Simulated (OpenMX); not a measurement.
**MgO under changes of volume**

One of the cells (9.221 Å³/atom); the others are scaled copies at fixed shape and fractional positions:

```
Mg O
1.0
     0.00000    2.09700    2.09700
     2.09700    0.00000    2.09700
     2.09700    2.09700    0.00000
Mg O
1 1
Direct
  0.00000 0.00000 0.00000
  0.50000 0.50000 0.50000
```

The cell is a database's computed one.

```yaml
Program: OpenMX 3.8.5
Functional: LDA
Potentials_or_basis: OpenMX 2013 LDA set, Mg7.0-s3p2d1, O6.0-s2p2d1, fixed grid of 32 × 32 × 32 points
k_mesh: 11 × 11 × 11
Occupations: fermi-dirac, width 0.05 eV
Spin: no spin polarisation
```

```tsv
volume (Å³/atom)	energy over the lowest point (meV/atom)	gap on the mesh (eV)
8.668	14.04	5.66
8.853	5.42	5.44
9.037	?	?
9.221	0.00	5.02
9.406	2.85	4.82
9.590	8.60	4.63
9.775	17.34	4.45
```

Problem. What does the run at 9.037 Å³/atom give?

Solution. Energy over the lowest point 0.72 meV/atom; gap on the mesh 5.23 eV.

Worked out: A Birch-Murnaghan fit of order 3 (a polynomial in V^(-2/3)) to the other rows has its minimum at 9.17 Å³/atom with B0 = V·E''(V) = 153 GPa and B' = 3.5. It gives 0.85 meV/atom at 9.037 Å³/atom, against the run's 0.72. A straight line through the other rows of the gap, of slope -10.1 eV per unit of ln V (its deformation potential), gives 5.23 eV, against the run's 5.23.

Energies are extrapolated to zero smearing.

Caveats: the basis of atomic orbitals isn't converged, which shifts pressures, moduli and gaps.
